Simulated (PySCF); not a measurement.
## Structure elucidation problem

An unknown has the formula C3H6O2. Its calculated NMR data are:

1H NMR (600 MHz, computed): δ 5.94 (br s, 1H), 2.40 (q, 2H), 1.07 (t, 3H).

13C{1H} NMR (computed): δ 181.4 (C), 28.7 (CH2), 10.5 (CH3).

[PySCF 2.14: shielding tensors at B97-2/pcSseg-2 (GIAO); geometry: PBE0-D3(BJ)/def2-TZVP; one computed conformer; isolated molecule; non-relativistic Hamiltonian; fast rotation and ring inversion assumed for equivalent nuclei]

Scale: TMS for 1H (σ = 31.64 ppm) and 13C (σ = 185.38 ppm) (reference shieldings calculated alike).

**Question.** Deduce the structure.

**Answer.** 
- The formula gives 1 degree of unsaturation (no ring in the answer).
- 3 carbon signals for 3 carbons: no two carbons are equivalent.
- Carbon types of the structure: 1 × C, 1 × CH2, 1 × CH3, leaving 1 H on heteroatoms.
- δC 181.4: carboxylic acid carbon; lone-pair donation from the attached heteroatom keeps it upfield of a ketone carbonyl.
- δC 28.7: sp3 CH2 α to a carbonyl; the adjacent C=O deshields it moderately.
- δC 10.5: methyl carbon; saturated and bonded to C and H only.
- δH 5.94: hydrogen on an acid hydroxyl oxygen; exchangeable, gas-phase position.
- δH 2.40: hydrogen on an sp3 CH2 α to a carbonyl; α to C=O.
- δH 1.07: hydrogen on a methyl carbon.

Structure: SMILES CCC(=O)O.

The data come from this structure; uniqueness wasn't tested.

OH and NH positions are those of a molecule without intermolecular hydrogen bonds; in solution they move with solvent, concentration and temperature, and exchange usually removes their couplings. Shifts are as computed. Against solution values, carbons near 30 ppm lie about +3 ppm off and those near 130 ppm about +7 ppm. Of 1211 compounds with measured shifts, 218 miss one by over three times the rms of a fit or turn the order of signals round; such compounds aren't used in these exercises. The C=O carbon of an acid or of an amide with N–H lies up to 10 ppm further downfield in solution, through hydrogen bonding that the calculation lacks. No couplings were computed; multiplicities are counted from neighbouring protons, with m where these are inequivalent, close in shift, in a saturated or five-membered ring or joined by F or P, and br s for small geminal =CH2 splittings.
